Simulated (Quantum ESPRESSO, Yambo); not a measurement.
# Excitons of BN (P6_3/mmc): kernels and approximations, part 3 of 5

How far does the k mesh set the exciton binding of BN (P6_3/mmc)?

Quantum ESPRESSO 7.5 and Yambo 5.3.0; PBE and many-body steps on it, plane waves. Known limits of the many-body steps: not at the basis limit; coarse k mesh; bindings not settled in the k mesh.

So far. Step 8 (Triplet (no exchange term)): The lowest triplet lies at 4.996 eV; without spin-orbit coupling triplets are dark, so no spectrum is read. Step 9 (Empty states on the mesh, 6×6×4 mesh, 16 bands): On this mesh the gap is 4.314 eV.

## (11) k mesh (6×6×4)

This step: Bethe-Salpeter equation on PBE with a scissors shift, plane waves, norm-conserving pseudopotentials.

bse6.in reads:

```
optics
bss
bse
em1s
dipoles
rim_cut
RandQpts= 1000000
RandGvec= 1 RL
Chimod= "HARTREE"
BSKmod= "SEX"
BSEmod= "resonant"
BSSmod= "d"
BSENGexx= 20 Ry
BSENGBlk= 4 Ry
% BSEQptR
 1 | 1 |
%
% BSEBands
 5 | 10 |
%
% BEnRange
 0 | 8 | eV
%
% BDmRange
 0.1 | 0.1 | eV
%
BEnSteps= 161
% BLongDir
 1 | 0 | 0 |
%
% BndsRnXs
 1 | 16 |
%
NGsBlkXs= 4 Ry
% LongDrXs
 1 | 1 | 1 |
%
% KfnQP_E
 1.45 | 1.0 | 1.0 |
%
WRbsWF
FFTGvecs= 32 Ry
```

The run is started by

```bash
OMP_NUM_THREADS=1 mpirun -n 4 yambo -F bse6.in -J bse6 -C bse6 > bse6.log
```

Log:

```text
 Yambo, version 5.3.0

 [02] CORE Variables Setup
 =========================

  [... cell, symmetries and grids as in the set-up ...]

  [02.05] Energies & Occupations
  ==============================

  [X] === General ===
  [X] Electronic Temperature                        :  0.000000  0.000000 [eV K]
  [X] Bosonic    Temperature                        :  0.000000  0.000000 [eV K]
  [X] Finite Temperature mode                       : no
  [X] El. density                                   :  0.44236E+24 [cm-3]
  [X] Fermi Level                                   :  4.698546 [eV]

  [X] === Gaps and Widths ===
  [X] Conduction Band Min                           :  4.314160 [eV]
  [X] Valence Band Max                              :  0.000000 [eV]
  [X] Filled Bands                                  :   8
  [X] Empty Bands                                   :   9  16
  [X] Direct Gap                                    :  4.669575 [eV]
  [X] Direct Gap localized at k                     :  21
  [X] Indirect Gap                                  :  4.314160 [eV]
  [X] Indirect Gap between kpts                     :  21  10
  [X] Last valence band width                       :  3.190982 [eV]
  [X] 1st conduction band width                     :  3.840426 [eV]

 [03] Transferred momenta grid and indexing
 ==========================================

 [BZ sampling] Q-grid is User defined and/or read from the database

 IBZ Q-points                                      :  24
 BZ  Q-points                                      :  144

 K/Q-points units:
 rlu = crystal or reduced units; cc = cartesian coordinates; iku = interal k-units

 Q [ 1]         [rlu]:  0.000000  0.000000  0.000000
 Q [ 2]         [rlu]:  0.000000  0.000000  0.250000
[...]
Global Gauge                                     : length
  X matrix size                                    :   51
  X band range                                     :   1  16
  X e/h energy range                               : -1.000000 -1.000000 [eV]
  X Time ordering                                  : T
  X Hxc Kernel                                     : HARTREE
  X Drude frequency                                :  0.000000  0.000000
  X poles                                          :  100.0000 [o/o]
  RL vectors in the sum                            :   761
  [r,Vnl] included                                 : yes
  Field direction                                  :  0.577350E-5  0.577350E-5  0.577350E-5
  BZ energy Double Grid                            : no
  BZ energy DbGd points                            : 0
  BZ Q point size factor                           : -1.000000
  X Optical Averaged directions                    : none

 [08] Bethe Salpeter Equation driver
 ===================================

  [08.01] Bethe Salpeter Equation @q1
  ===================================

   [08.01.01] Transition pre-analysis @q1
   ======================================

   [08.01.02] Transition Groups build-up @q1
   =========================================

   [BSK] Transition groups (total):   48
   [BSK] Size (resonant):  1152
   [BSK]         (total):  1152
   [BSK] N. of matrices :  1

   [08.01.03] Loading Dipoles @q1
   ==============================

   [08.01.04] Independent Particles properties @q1
   ===============================================

   ==========================================================

   [BSE] Exchange components :   373
   [BSE] Correlation components :    51   427

    [08.01.05.01] Screened interaction header I/O
    =============================================

    [08.01.05.02] Main kernel loop
    ==============================

    [08.01.05.03] Wave-Function Phases
    ==================================

    [BSE] WF phases found       :  54.05093 [o/o]

   [08.01.06] BSE solver(s) @q1
   ============================

   [08.01.07] Diago Solver @q1
   ===========================

 [11] Game Over & Game summary
```

Elapsed: 14 s, on 4 MPI ranks of Arm Neoverse V1, shared host; peak memory 1.2 GiB; 50 s of CPU time.

This step gave:

```
transitions in the window                                      : 1152
direct gap of the transition levels                            : 6.120 eV
lowest state                                                   : 4.961 eV
first strong exciton (over a fiftieth of the strongest listed) : 4.981 eV
binding of the lowest state below the direct gap               : 1.159 eV
Coulomb term of one mesh cell                                  : 0.6326 eV
```

The binding is 1.8 times the screened Coulomb term of one mesh cell (0.63 eV), so it is not shown settled.

The lowest state lies at 4.961 eV, 1.159 eV under the direct gap.

## (12) Triplet (no exchange term)

bse7.in, as its differences from bse6.in of step 11:

```diff
@@ -12,3 +12,3 @@
 BSSmod= "d"
-BSENGexx= 20 Ry
+BSENGexx= 1 RL
 BSENGBlk= 4 Ry
```

The run is started by

```bash
OMP_NUM_THREADS=1 mpirun -n 4 yambo -F bse7.in -J bse7,bse6_W -C bse7 > bse7.log
```

Log:

```text
 Yambo, version 5.3.0

 [02] CORE Variables Setup
 =========================

  [... cell, symmetries and grids as in the set-up ...]

  [02.05] Energies & Occupations
  ==============================

  [X] === General ===
  [X] Electronic Temperature                        :  0.000000  0.000000 [eV K]
  [X] Bosonic    Temperature                        :  0.000000  0.000000 [eV K]
  [X] Finite Temperature mode                       : no
  [X] El. density                                   :  0.44236E+24 [cm-3]
[...]
[06] Dipoles
 ============

  [06.01] Setup: observables and procedures
  =========================================

  [WARNING] [r,Vnl^pseudo] included in position and velocity dipoles.

  [WARNING] In case H contains other non local terms, these are neglected

 [07] Static Dielectric Matrix
 =============================

    [08.01.05.02] Main kernel loop
    ==============================

    [08.01.05.03] Wave-Function Phases
    ==================================

    [BSE] WF phases found       :  54.05093 [o/o]

   [08.01.06] BSE solver(s) @q1
   ============================

   [08.01.07] Diago Solver @q1
   ===========================

 [11] Game Over & Game summary
```

It took 9.5 s on 4 MPI ranks; peak memory 1.1 GiB; 38 s of CPU time.

The lowest triplet lies at 4.882 eV; without spin-orbit coupling triplets are dark, so no spectrum is read.

## (13) Empty states on the mesh, 9×9×4 mesh, 16 bands

This step: Quantum ESPRESSO 7.5; DFT, PBE, plane waves, norm-conserving pseudopotentials.

pw.in reads:

```
&control
  calculation = 'nscf'
  prefix = 'x'
  outdir = 'o'
  pseudo_dir = 'pseudo'
/
&system
  ibrav = 0
  nat = 4
  ntyp = 2
  ecutwfc = 72.0
  nbnd = 16
  force_symmorphic = .true.
/
&electrons
  conv_thr = 1e-9
  electron_maxstep = 80
  diago_full_acc = .true.
  diago_thr_init = 5e-6
/
ATOMIC_SPECIES
  B 10.81 B.upf
  N 14.007 N.upf
CELL_PARAMETERS angstrom
  2.5039900000 0.0000000000 0.0000000000
  -1.2519950000 2.1685189508 0.0000000000
  0.0000000000 0.0000000000 6.6612000000
ATOMIC_POSITIONS crystal
  B 0.3333333333 0.6666666667 0.2500000000
  B 0.6666666667 0.3333333333 0.7500000000
  N 0.3333333333 0.6666666667 0.7500000000
  N 0.6666666667 0.3333333333 0.2500000000
K_POINTS automatic
  9 9 4 0 0 0
```

The run is started by

```bash
OMP_NUM_THREADS=1 mpirun -n 4 pw.x -nk 4 -in pw.in > pw.out
```

Log:

```text
[banner, memory and clock lines left out]
Program PWSCF v.7.5 starts

     Atomic positions and unit cell read from directory:
     o/x.save/

     Message from routine setup:
     using ibrav=0 with symmetry is DISCOURAGED, use correct ibrav instead

     G-vector sticks info

     bravais-lattice index     =            0
     lattice parameter (alat)  =       4.7319  a.u.
     unit-cell volume          =     244.0871 (a.u.)^3
     number of atoms/cell      =            4
     number of atomic types    =            2
     number of electrons       =        16.00
[...]
k = 0.0000 0.0000 0.0940 (  2524 PWs)   bands (ev):

   -13.0403 -12.8371  -1.2409   0.2151   3.3613   3.3613   3.3867   3.3867
    10.6628  14.0820  16.3593  16.3593  16.4444  16.4444  17.1822  17.6422

          k = 0.0000 0.0000-0.1880 (  2518 PWs)   bands (ev):

   -12.9409 -12.9409  -0.5699  -0.5699   3.3741   3.3741   3.3741   3.3741
    12.3076  12.3076  16.4014  16.4014  16.4014  16.4014  17.4724  17.4724

          k = 0.0000 0.1283 0.0000 (  2523 PWs)   bands (ev):

     [... further k-points ...]

     highest occupied, lowest unoccupied level (ev):     4.6985    9.1282

     XML data file, pseudopotentials, collected wavefunctions
```

The job ended after 3.2 s (4 MPI ranks; peak memory 0.2 GiB; 13 s of CPU time).

This step gave:

```
gap                                                           : 4.430 eV
k of the valence top                                          : 0.3333, 0.3333, -0.5
k of the conduction bottom                                    : 0.1111, 0.4444, 0
least direct gap                                              : 4.670 eV
k points computed                                             : 43
lowest point of the top converged band, above the valence top : 12.73 eV
```

On this mesh the gap is 4.430 eV.

## (14) Conversion and set-up

This step: Yambo 5.3.0; conversion and set-up on PBE, plane waves, norm-conserving pseudopotentials.

The run is started by

```bash
(cd o/x.save; p2y > p2y.log; mv SAVE ../..); yambo > setup.log
```

Log:

```text
 Yambo, version 5.3.0

 [02] CORE Variables Setup
 =========================

  [02.01] Unit cells
  ==================

  Cell kind             :  HCP
  Atoms in the cell     :  B  N
  number of B  atoms    :  2
  number of N  atoms    :  2

  List of atomic masses
  Mass of B     :  10.81000
  Mass of N     :  14.00700

  List of atomic coordinates    : [cc]
  B1       : -0.23659E-09   2.7319       3.1470      order 1
  B2       :  2.365928  1.365969  9.440883  order 2
  N1       : -0.23659E-09   2.7319       9.4409      order 3
[...]
rlu = crystal or reduced units; cc = cartesian coordinates; iku = interal k-units

 Q [ 1]         [rlu]:  0.000000  0.000000  0.000000
 Q [ 2]         [rlu]:  0.000000  0.000000  0.250000
 Q [ 3]         [rlu]:  0.000000  0.000000 -0.500000
[...]
Q [ 8]         [rlu]:  0.60328E-17  0.22222      0.25000
 Q [ 9]         [rlu]:  0.60328E-17  0.22222     -0.50000
 Q [10]         [rlu]:  0.90491E-17  0.33333       0.0000
     [... 31 further rows ...]
 Q [42]         [rlu]: -0.111111  0.444444 -0.250000
 Q [43]         [rlu]: -0.222222  0.555556 -0.250000

  [03.01] X indexes
  =================

   [03.01.01] Sigma indexes
   ========================

 [06] Game Over & Game summary
```

Elapsed: 2.6 s, on 1 MPI rank; peak memory 0.25 GiB.

## (15) k mesh (9×9×4)

This step: Bethe-Salpeter equation on PBE with a scissors shift, plane waves, norm-conserving pseudopotentials.

bse9.in, as its differences from bse7.in of step 12:

```diff
@@ -12,3 +12,3 @@
 BSSmod= "d"
-BSENGexx= 1 RL
+BSENGexx= 20 Ry
 BSENGBlk= 4 Ry
```

The run is started by

```bash
OMP_NUM_THREADS=1 mpirun -n 4 yambo -F bse9.in -J bse9 -C bse9 > bse9.log
```

Log:

```text
 Yambo, version 5.3.0

 [02] CORE Variables Setup
 =========================

  [... cell, symmetries and grids as in the set-up ...]

  [02.05] Energies & Occupations
  ==============================

  [X] === General ===
  [X] Electronic Temperature                        :  0.000000  0.000000 [eV K]
  [X] Bosonic    Temperature                        :  0.000000  0.000000 [eV K]
  [X] Finite Temperature mode                       : no
  [X] El. density                                   :  0.44236E+24 [cm-3]
[...]
[08.01.04] Independent Particles properties @q1
   ===============================================

   ==========================================================

   [BSE] Exchange components :   373
   [BSE] Correlation components :    51   427

    [08.01.05.01] Screened interaction header I/O
    =============================================

    [08.01.05.02] Main kernel loop
    ==============================

    [08.01.05.03] Wave-Function Phases
    ==================================

    [BSE] WF phases found       :  65.92377 [o/o]

   [08.01.06] BSE solver(s) @q1
   ============================

   [08.01.07] Diago Solver @q1
   ===========================

 [11] Game Over & Game summary
```

It took 87 s on 4 MPI ranks; peak memory 1.6 GiB; 5.7 min of CPU time.

This step gave:

```yaml
transitions_in_the_window: 2592
direct_gap_of_the_transition_levels: 6.120 eV
lowest_state: 5.144 eV
first_strong_exciton_over_a_fiftieth_of_the_strongest_listed: 5.190 eV
binding_of_the_lowest_state_below_the_direct_gap: 0.9751 eV
coulomb_term_of_one_mesh_cell: 0.4811 eV
```

The lowest state lies at 5.144 eV, 0.975 eV under the direct gap.

The ε₂ has structure finer than the step of the table below, so its rows give means over 0.25 eV, whole bins alone (the curve runs from 0 to 8 eV). Peaks (eV: height): BSE 5.200: 41.2, 5.800: 13.7; no electron-hole interaction 7.050: 21.8, 7.800: 8.66.

Field along x; broadening 0.1 eV; transition window only. Limits: finite bands, cutoff and mesh. ε₂ against photon energy; means over each step:

```tsv
photon energy (eV)	BSE	no electron-hole interaction
0.25	0.0250	0.0136
0.50	0.0275	0.0147
0.75	0.0305	0.0158
1.00	0.0341	0.0171
1.25	0.0382	0.0186
1.50	0.0433	0.0202
1.75	0.0494	0.0221
2.00	0.0569	0.0243
2.25	0.0662	0.0268
2.50	0.0782	0.0298
2.75	0.0938	0.0333
3.00	0.115	0.0375
3.25	0.144	0.0425
3.50	0.186	0.0487
3.75	0.250	0.0564
4.00	0.357	0.0662
4.25	0.555	0.0789
4.50	0.995	0.0960
4.75	2.38	0.120
5.00	12.0	0.155
5.25	27.1	0.212
5.50	6.45	0.316
5.75	10.4	0.570
6.00	9.19	1.83
6.25	4.12	4.52
6.50	1.36	5.74
6.75	1.16	5.34
7.00	1.81	16.4
7.25	1.18	12.3
7.50	0.749	4.96
7.75	0.466	7.37
```

## (16) Triplet (no exchange term)

bse10.in, as its differences from bse9.in of step 15:

```diff
@@ -12,3 +12,3 @@
 BSSmod= "d"
-BSENGexx= 20 Ry
+BSENGexx= 1 RL
 BSENGBlk= 4 Ry
```

The run is started by

```bash
OMP_NUM_THREADS=1 mpirun -n 4 yambo -F bse10.in -J bse10,bse9_W -C bse10 > bse10.log
```

Log:

```text
 Yambo, version 5.3.0

 [02] CORE Variables Setup
 =========================

  [... cell, symmetries and grids as in the set-up ...]

  [02.05] Energies & Occupations
  ==============================

  [X] === General ===
  [X] Electronic Temperature                        :  0.000000  0.000000 [eV K]
  [X] Bosonic    Temperature                        :  0.000000  0.000000 [eV K]
  [X] Finite Temperature mode                       : no
  [X] El. density                                   :  0.44236E+24 [cm-3]
[...]
[06] Dipoles
 ============

  [06.01] Setup: observables and procedures
  =========================================

  [WARNING] [r,Vnl^pseudo] included in position and velocity dipoles.

  [WARNING] In case H contains other non local terms, these are neglected

 [07] Static Dielectric Matrix
 =============================

    [08.01.05.02] Main kernel loop
    ==============================

    [08.01.05.03] Wave-Function Phases
    ==================================

    [BSE] WF phases found       :  65.92377 [o/o]

   [08.01.06] BSE solver(s) @q1
   ============================

   [08.01.07] Diago Solver @q1
   ===========================

 [11] Game Over & Game summary
```

Wall time 78 s (4 MPI ranks); peak memory 1.5 GiB; 5.2 min of CPU time.

The lowest triplet lies at 5.049 eV; without spin-orbit coupling triplets are dark, so no spectrum is read.

## (17) Empty states on the mesh, 12×12×4 mesh, 16 bands

This step: Quantum ESPRESSO 7.5; DFT, PBE, plane waves, norm-conserving pseudopotentials.

Edit pw.in of step 13 so:

```diff
@@ -33,2 +33,2 @@
 K_POINTS automatic
-  9 9 4 0 0 0
+  12 12 4 0 0 0
```

The run is started by

```bash
OMP_NUM_THREADS=1 mpirun -n 4 pw.x -nk 4 -in pw.in > pw.out
```

Log:

```text
[banner, memory and clock lines left out]
Program PWSCF v.7.5 starts

     Atomic positions and unit cell read from directory:
     o/x.save/

     Message from routine setup:
     using ibrav=0 with symmetry is DISCOURAGED, use correct ibrav instead

     G-vector sticks info

     bravais-lattice index     =            0
     lattice parameter (alat)  =       4.7319  a.u.
     unit-cell volume          =     244.0871 (a.u.)^3
     number of atoms/cell      =            4
     number of atomic types    =            2
     number of electrons       =        16.00
[...]
k = 0.0000 0.0000 0.0940 (  2524 PWs)   bands (ev):

   -13.0403 -12.8371  -1.2409   0.2151   3.3613   3.3613   3.3867   3.3867
    10.6628  14.0820  16.3593  16.3593  16.4444  16.4444  17.1822  17.6422

          k = 0.0000 0.0000-0.1880 (  2518 PWs)   bands (ev):

   -12.9409 -12.9409  -0.5699  -0.5699   3.3741   3.3741   3.3741   3.3741
    12.3076  12.3076  16.4014  16.4014  16.4014  16.4014  17.4724  17.4724

          k = 0.0000 0.0962 0.0000 (  2529 PWs)   bands (ev):

     [... further k-points ...]

     highest occupied, lowest unoccupied level (ev):     4.6985    9.0127

     XML data file, pseudopotentials, collected wavefunctions
```

Wall time 4.8 s (4 MPI ranks); peak memory 0.2 GiB; 19 s of CPU time.

This step gave:

* gap: 4.314 eV
* k of the valence top: 0.3333, 0.3333, -0.5
* k of the conduction bottom: 0, -0.5, 0
* least direct gap: 4.670 eV
* k points computed: 69
* lowest point of the top converged band, above the valence top: 12.62 eV

On this mesh the gap is 4.314 eV.

## (18) Conversion and set-up

This step: Yambo 5.3.0; conversion and set-up on PBE, plane waves, norm-conserving pseudopotentials.

The run is started by

```bash
(cd o/x.save; p2y > p2y.log; mv SAVE ../..); yambo > setup.log
```

Log:

```text
 Yambo, version 5.3.0

 [02] CORE Variables Setup
 =========================

  [02.01] Unit cells
  ==================

  Cell kind             :  HCP
  Atoms in the cell     :  B  N
  number of B  atoms    :  2
  number of N  atoms    :  2

  List of atomic masses
  Mass of B     :  10.81000
  Mass of N     :  14.00700

  List of atomic coordinates    : [cc]
  B1       : -0.23659E-09   2.7319       3.1470      order 1
  B2       :  2.365928  1.365969  9.440883  order 2
  N1       : -0.23659E-09   2.7319       9.4409      order 3
[...]
Q [ 1]         [rlu]:  0.000000  0.000000  0.000000
 Q [ 2]         [rlu]:  0.000000  0.000000  0.250000
 Q [ 3]         [rlu]:  0.000000  0.000000 -0.500000
[...]
Q [ 8]         [rlu]:  0.45246E-17  0.16667      0.25000
 Q [ 9]         [rlu]:  0.45246E-17  0.16667     -0.50000
 Q [10]         [rlu]:  0.67868E-17  0.25000       0.0000
     [... 38 further rows ...]
 Q [49]         [rlu]:  0.250000  0.250000  0.000000
 Q [50]         [rlu]:  0.250000  0.250000  0.250000

 Remaining 19 points informations can be written running with -fatlog

  [03.01] X indexes
  =================

   [03.01.01] Sigma indexes
   ========================

 [06] Game Over & Game summary
```

The job ended after 3.1 s (1 MPI rank; peak memory 0.26 GiB).

(Continued in part 4 of 5.)

[Paths, hosts, dates, memory and timing lines, banners, echoed tables and standing remarks are left out of the program output.]

[Logs are printed without paths, hosts, clocks, repeated set-up lines and the standing remarks that a program may print on its own settings, such as how far it seeks lower states.]

[Runs of the session that timed out or met a known fault of the program may be left out.]

[Hosts, paths, dates, database ids (printed as entryN), source tags and the programs' standing remarks are cut or masked in the printed files.]
